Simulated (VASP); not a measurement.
# SrTe (Fm-3m) in VASP: further runs

One crystal, SrTe, is run at these levels: PBE; tasks: single point, relaxation of cell and atoms.

Program: VASP 6.6.1. These are calculated values, not measurements. Logs are shortened: lines on timing, memory, paths and dates and some standing lists are left out, and cuts for length are marked.

## Step 1: The crystal as given

The structure is cubic, space group Fm-3m (No. 225). The conventional cell has a = 6.716 Å, b = 6.716 Å, c = 6.716 Å, α = 90.00°, β = 90.00°, γ = 90.00°. Sr (site symmetry m-3m) is surrounded by 6 Te at 3.36 Å. Te (site symmetry m-3m) is surrounded by 6 Sr at 3.36 Å.

The cell was built by a generator and needn't be a form met in nature.

## Step 2: Single point, PBE

INCAR

```
  ALGO = Fast
  EDIFF = 1E-7
  ENCUT = 520
  GGA = PE
  ISIF = 2
  ISMEAR = -1
  LASPH = T
  LCHARG = T
  LELF = T
  LREAL = F
  LVHAR = T
  LWAVE = F
  NBANDS = 15
  NELM = 100
  PREC = Accurate
  SIGMA = 0.02
```

KPOINTS

```
k-points
0
Gamma
  6 6 6
```

POSCAR

```
SrTe
1.0
    0.0000000000      3.3579877066      3.3579877066
    3.3579877066      0.0000000000      3.3579877066
    3.3579877066      3.3579877066      0.0000000000
Sr Te
1 1
Direct
    0.0000000000      0.0000000000      0.0000000000
    0.5000000000      0.5000000000      0.5000000000
```

Potentials or basis: VASP PAW PBE potentials, release 64 (Sr_sv, Te).

Started as:

```sh
> cat potpaw_PBE.64/Sr_sv/POTCAR potpaw_PBE.64/Te/POTCAR > POTCAR
> mpirun -np 1 vasp_std > vasp.out
```

OUTCAR:

```text
EDIFF = 1E-7
   ENCUT = 520
   GGA = PE
   ISIF = 2
   ISMEAR = -1
   LASPH = T
   LREAL = F
   NELM = 100
   PREC = Accurate

 ion  position               nearest neighbor table
   1  0.000  0.000  0.000-   2 3.36   2 3.36   2 3.36   2 3.36   2 3.36   2 3.36
   2  0.500  0.500  0.500-   1 3.36   1 3.36   1 3.36   1 3.36   1 3.36   1 3.36

  LATTYP: Found a face centered cubic cell.
 ALAT       =     6.7159754132

  Lattice vectors:

 A1 = (   0.0000000000,   3.3579877066,   3.3579877066)
 A2 = (   3.3579877066,   0.0000000000,   3.3579877066)
 A3 = (   3.3579877066,   3.3579877066,   0.0000000000)

Analysis of symmetry for initial positions (statically):
=====================================================================
 Subroutine PRICEL returns:
 Original cell was already a primitive cell.

 Routine SETGRP: Setting up the symmetry group for a
 face centered cubic supercell.

 Subroutine GETGRP returns: Found 48 space group operations
 (whereof 48 operations were pure point group operations)
 out of a pool of 48 trial point group operations.

The static configuration has the point symmetry O_h .

Analysis of symmetry for dynamics (positions and initial velocities):
=====================================================================
 Subroutine PRICEL returns:
 Original cell was already a primitive cell.

 Routine SETGRP: Setting up the symmetry group for a
 face centered cubic supercell.

 Subroutine GETGRP returns: Found 48 space group operations
 (whereof 48 operations were pure point group operations)
 out of a pool of 48 trial point group operations.

The dynamic configuration has the point symmetry O_h .

 Subroutine INISYM returns: Found 48 space group operations
 (whereof 48 operations are pure point group operations),
 and found     1 'primitive' translations

----------------------------------------------------------------------------------------

                                     Primitive cell

  volume of cell :      75.7299

  direct lattice vectors                    reciprocal lattice vectors
     0.000000000  3.357987707  3.357987707    -0.148898699  0.148898699  0.148898699
     3.357987707  0.000000000  3.357987707     0.148898699 -0.148898699  0.148898699
     3.357987707  3.357987707  0.000000000     0.148898699  0.148898699 -0.148898699

  length of vectors
     4.748911757  4.748911757  4.748911757     0.257900111  0.257900111  0.257900111

  position of ions in fractional coordinates (direct lattice)
     0.000000000  0.000000000  0.000000000
     0.500000000  0.500000000  0.500000000

  ion indices of the primitive-cell ions
   primitive index   ion index
                 1           1
                 2           2

----------------------------------------------------------------------------------------

 KPOINTS: k-points

Automatic generation of k-mesh.
 Grid dimensions read from file:
 generate k-points for:    6    6    6

 Generating k-lattice:

  Cartesian coordinates                     Fractional coordinates (reciprocal lattice)
    -0.024816450  0.024816450  0.024816450     0.166666667  0.000000000  0.000000000
     0.024816450 -0.024816450  0.024816450     0.000000000  0.166666667  0.000000000
     0.024816450  0.024816450 -0.024816450     0.000000000  0.000000000  0.166666667

  Length of vectors
     0.042983352  0.042983352  0.042983352

  Shift w.r.t. Gamma in fractional coordinates (k-lattice)
     0.000000000  0.000000000  0.000000000

 Subroutine IBZKPT returns following result:
 ===========================================

 Found     16 irreducible k-points:

 Following reciprocal coordinates:
            Coordinates               Weight
  0.000000  0.000000  0.000000      1.000000
  0.166667  0.000000  0.000000      8.000000
  0.333333  0.000000  0.000000      8.000000
  0.500000  0.000000  0.000000      4.000000
  0.166667  0.166667  0.000000      6.000000
  0.333333  0.166667  0.000000     24.000000
[... 8 lines left out ...]
 -0.333333  0.333333  0.166667     24.000000
 -0.333333  0.500000  0.166667     12.000000
   k-points           NKPTS =     16   k-points in BZ     NKDIM =     16   number of bands    NBANDS=     15
   number of dos      NEDOS =    301   number of ions     NIONS =      2
   total plane-waves  NPLWV =  46656
   dimension x,y,z NGX =    36 NGY =   36 NGZ =   36
   dimension x,y,z NGXF=    72 NGYF=   72 NGZF=   72
   ions per type =               1   1
   NGX,Y,Z   is equivalent  to a cutoff of  12.60, 12.60, 12.60 a.u.
   NGXF,Y,Z  is equivalent  to a cutoff of  25.21, 25.21, 25.21 a.u.
 SYSTEM =  unknown system
   PREC   = accura    normal or accurate (medium, high low for compatibility)
   ISTART =      0    job   : 0-new  1-cont  2-samecut
   ICHARG =      2    charge: 1-file 2-atom 10-const
   ISPIN  =      1    spin polarized calculation?
   LNONCOLLINEAR =      F non collinear calculations
   LSORBIT =      F    spin-orbit coupling
   LASPH  =      T    aspherical Exc in radial PAW
   ENCUT  =  520.0 eV  38.22 Ry    6.18 a.u.   8.83  8.83  8.83*2*pi/ulx,y,z
   NELM   =    100;   NELMIN=  2; NELMDL= -5     # of ELM steps
   EDIFF  = 0.1E-06   stopping-criterion for ELM
   LREAL  =      F    real-space projection
   EDIFFG = 0.1E-05   stopping-criterion for IOM
   NSW    =      0    number of steps for IOM
   IBRION =     -1    ionic relax: 0-MD 1-quasi-New 2-CG
   NFREE  =      0    steps in history (QN), initial steepest desc. (CG)
   ISIF   =      2    stress and relaxation
   ISYM   =      2    0-nonsym 1-usesym 2-fastsym
   POTIM  = 0.5000    time-step for ionic-motion
   TEBEG  =    0.0;   TEEND  =   0.0 temperature during run
   PSTRESS=    0.0 pullay stress
   NELECT =      16.0000    total number of electrons
   NUPDOWN=      -1.0000    fix difference up-down
   EMIN   =  10.00;   EMAX   =-10.00  energy-range for DOS
   EFERMI =   0.00;   METHOD = LEGACY
   ISMEAR =    -1;   SIGMA  =   0.02  broadening in eV -4-tet -1-fermi 0-gaus
   EFERMI_NEDOS =   21; number of points for ismear=-14 and -15
   IALGO  =     68    algorithm
   IMIX   =      4    mixing-type and parameters
     AMIX     =   0.40;   BMIX     =  1.00
     AMIX_MAG =   1.60;   BMIX_MAG =  1.00
  volume/ion in A,a.u.               =      37.86       255.53
  Fermi-wavevector in a.u.,A,eV,Ry     =   0.975047  1.842572 12.935296  0.950717
  Thomas-Fermi vector in A             =   2.105556
   LORBIT       =      0    0 simple, 1 ext, 2 COOP (PROOUT), +10 PAW based schemes
   GGA     = PE    functional components
   LHFCALC =     F    Hartree Fock is set to
   AEXX    =    0.0000 exact exchange contribution
   IVDW    =     0    specifies the selected vdW correction
   LEPSILON=     F    determine dielectric tensor
   LRPA    =     F    only Hartree local field effects (RPA)
 non-spin polarized calculation
 RMM-DIIS sequential band-by-band and
  energy-cutoff  :      520.00
  volume of cell :       75.73
 maximum number of plane-waves:      2085
   NGX = 17   NGY = 17   NGZ = 17

 number of electron      16.0000000 magnetization

 Free energy of the ion-electron system (eV)
  ---------------------------------------------------
  ext. energy  EPLUGINS =         0.00000000
  ---------------------------------------------------
  free energy    TOTEN  =        -8.26797234 eV

  energy without entropy =       -8.26797234  energy(sigma->0) =       -8.26797234

 E-fermi :   3.1159     XC(G=0):  -8.4172

 val. band max:        2.6776072168   @ k =   0.0000   0.0000   0.0000
 cond. band min:       4.4343852689   @ k =   0.5000   0.5000   0.0000
 fundamental gap:      1.7567780521
 Fermi energy:         3.1159190723

 k-point     1 :       0.0000    0.0000    0.0000
  band No.  band energies     occupation
      1     -32.0688      2.00000
      2     -14.0539      2.00000
      3     -14.0539      2.00000
      4     -14.0539      2.00000
      5      -7.2254      2.00000
      6       2.6776      2.00000
      7       2.6776      2.00000
      8       2.6776      2.00000
      9       5.4219      0.00000
     10       5.9692      0.00000
     11       5.9692      0.00000
     12       5.9692      0.00000
     13       6.5901      0.00000
     14       6.5901      0.00000
     15      10.1735      0.00000

 k-point     2 :       0.1667    0.0000    0.0000
  band No.  band energies     occupation
      1     -32.0679      2.00000
      2     -14.0828      2.00000
      3     -14.0553      2.00000
      4     -14.0553      2.00000
      5      -7.0882      2.00000
      6       1.6700      2.00000
      7       2.3312      2.00000
      8       2.3312      2.00000
      9       5.8119      0.00000
     10       6.3133      0.00000
     11       6.3133      0.00000
     12       6.8141      0.00000
     13       7.2736      0.00000
     14       7.2736      0.00000
     15      10.9698      0.00000

 k-point     3 :       0.3333    0.0000    0.0000
  band No.  band energies     occupation
      1     -32.0660      2.00000
      2     -14.1389      2.00000
      3     -14.0580      2.00000
      4     -14.0580      2.00000
      5      -6.7928      2.00000
      6       0.4206      2.00000
      7       1.8210      2.00000
      8       1.8210      2.00000
      9       6.0799      0.00000
     10       7.1631      0.00000
     11       7.1631      0.00000
     12       8.2411      0.00000
     13       8.7556      0.00000
     14       8.7556      0.00000
     15      10.6092      0.00000
[... 199 lines left out ...]
 k-point    15 :      -0.3333    0.3333    0.1667
  band No.  band energies     occupation
      1     -32.0641      2.00000
      2     -14.1303      2.00000
      3     -14.0956      2.00000
      4     -14.0757      2.00000
      5      -6.6867      2.00000
      6       0.6000      2.00000
      7       1.2471      2.00000
      8       1.5464      2.00000
      9       6.6284      0.00000
     10       6.6356      0.00000
     11       7.7659      0.00000
     12       8.3729      0.00000
     13       8.5472      0.00000
     14       9.5976      0.00000
     15      10.7709      0.00000

 k-point    16 :      -0.3333    0.5000    0.1667
  band No.  band energies     occupation
      1     -32.0638      2.00000
      2     -14.1189      2.00000
      3     -14.0962      2.00000
      4     -14.0902      2.00000
      5      -6.7285      2.00000
      6       0.9187      2.00000
      7       1.3704      2.00000
      8       1.4530      2.00000
      9       5.5663      0.00000
     10       7.0130      0.00000
     11       7.6651      0.00000
     12       8.2933      0.00000
     13       8.7661      0.00000
     14       8.9957      0.00000
     15      11.0662      0.00000

------------------------ aborting loop because EDIFF is reached ----------------------------------------

  FORCE on cell =-STRESS in cart. coord.  units (eV):
  Direction    XX          YY          ZZ          XY          YZ          ZX
  --------------------------------------------------------------------------------------
  -------------------------------------------------------------------------------------
  Total        0.0615893      0.0615893      0.0615893     -0.0000000      0.0000000      0.0000000
  in kB        1.3030124      1.3030124      1.3030124     -0.0000000      0.0000000      0.0000000
  external PRESSURE =       1.3030124 kB  Pullay stress =       0.0000000 kB

 VOLUME and BASIS-vectors are now :
 -----------------------------------------------------------------------------
  energy-cutoff  :      520.00
  volume of cell :       75.73
      direct lattice vectors                 reciprocal lattice vectors
     0.000000000  3.357987707  3.357987707    -0.148898699  0.148898699  0.148898699
     3.357987707  0.000000000  3.357987707     0.148898699 -0.148898699  0.148898699
     3.357987707  3.357987707  0.000000000     0.148898699  0.148898699 -0.148898699

 POSITION                                       TOTAL-FORCE (eV/Angst)
 -----------------------------------------------------------------------------------
      0.00000      0.00000      0.00000         0.000000     -0.000000      0.000000
      3.35799      3.35799      3.35799        -0.000000      0.000000     -0.000000
 -----------------------------------------------------------------------------------
    total drift:                                0.000000      0.000000      0.000000

  FREE ENERGIE OF THE ION-ELECTRON SYSTEM (eV)
  ---------------------------------------------------
  free  energy   TOTEN  =        -8.2679723381 eV

  energy  without entropy=       -8.2679723381  energy(sigma->0) =       -8.26797234
```

Wall time 26 s (1 thread of Intel Xeon Platinum 8488C (Sapphire Rapids), shared host); peak memory 0.2 GiB.

What came out:

- Free energy: -8.2680 eV
- Pressure: 0.1 GPa
- Band gap on the k mesh: 1.76 eV, indirect (least direct gap 2.48 eV)

Levels at points of the mesh, in eV from the valence-band top:
| k point | band 5 | band 6 | band 7 | band 8 | band 9 | band 10 | band 11 | band 12 |
| --- | --- | --- | --- | --- | --- | --- | --- | --- |
| (0.00, 0.00, 0.00) | -9.90 | 0.00 | 0.00 | 0.00 | 2.74 | 3.29 | 3.29 | 3.29 |
| (0.50, 0.00, 0.00) | -9.31 | -2.76 | -1.06 | -1.06 | 3.85 | 5.11 | 5.30 | 5.30 |
| (0.50, 0.50, 0.00) | -9.47 | -1.93 | -0.72 | -0.72 | 1.76 | 3.82 | 4.79 | 6.00 |

Caveat: spin-orbit coupling is left out, which moves the levels of the heavy elements. As with any semilocal functional, this PBE gap is likely too small.

## Step 3: Relaxation of cell and atoms, PBE

This run uses another cell than the first one, of 41.15 Å³/atom, 1.087 times its volume.

INCAR

```
PREC = Accurate
ENCUT = 600
EDIFF = 1E-7
ISMEAR = -1
SIGMA = 0.02
LREAL = F
LASPH = T
NELM = 100
ALGO = Normal
ISIF = 3
LWAVE = F
LCHARG = F
GGA = PE
IBRION = 2
NSW = 80
EDIFFG = -0.005
```

KPOINTS

```
regular mesh
0
Gamma
  6 6 6
```

POSCAR

```
SrTe
1.0
    0.0000000000      3.4523550000      3.4523550000
    3.4523550000      0.0000000000      3.4523550000
    3.4523550000      3.4523550000      0.0000000000
Sr Te
1 1
Direct
    0.0000000000      0.0000000000      0.0000000000
    0.5000000000      0.5000000000      0.5000000000
```

Potentials or basis: VASP PAW PBE potentials, release 64 (Sr_sv, Te).

Started as:

```sh
> cat potpaw_PBE.64/Sr_sv/POTCAR potpaw_PBE.64/Te/POTCAR > POTCAR
> mpirun -np 1 vasp_std > vasp.out
```

Run time: 49 s. Hardware: 1 thread of Intel Xeon Platinum 8488C (Sapphire Rapids), shared host; peak memory 0.24 GiB.

Results (log left out):

| Item | Value |
| --- | --- |
| Free energy | -8.2682 eV |
| Relaxed volume | 38.02 Å³/atom |
| Relaxed cell | a = 4.755 Å, b = 4.755 Å, c = 4.755 Å, α = 60.00°, β = 60.00°, γ = 60.00° |
| Space group after relaxing (to 0.05 Å) | Fm-3m (No. 225) |
| Energy gained by relaxing | 22.6 meV/atom |
| Ionic steps | 3 |
| Pressure after relaxing | 0.0 GPa |
| Band gap on the k mesh | 1.77 eV, indirect (least direct gap 2.49 eV) |

Step by step:
| step | energy change (eV) | largest force (eV/Å) | pressure (GPa) | volume (Å³) |
| --- | --- | --- | --- | --- |
| 1 | 0.0000 | 0.0000 | -2.16 | 82.30 |
| 2 | -0.0451 | 0.0000 | 0.08 | 75.86 |
| 3 | -0.0452 | 0.0000 | 0.00 | 76.04 |

Final structure:
```xyz
2
Lattice="0.0000 3.3626 3.3626 3.3626 0.0000 3.3626 3.3626 3.3626 0.0000" Properties=species:S:1:pos:R:3 pbc="T T T"
Sr    0.0000    0.0000    0.0000
Te    3.3626    3.3626    3.3626
```

Levels at points of the mesh, in eV from the valence-band top:
```csv
k point,band 6,band 7,band 8,band 9,band 10,band 11
"(0.00, 0.00, 0.00)",0.00,0.00,0.00,2.73,3.30,3.30
"(0.50, 0.00, 0.00)",-2.74,-1.05,-1.05,3.84,5.11,5.29
"(0.50, 0.50, 0.00)",-1.93,-0.72,-0.72,1.77,3.81,4.78
```

Caveat: spin-orbit coupling is left out, which moves the levels of the heavy elements.

[end of part 1 of 2]
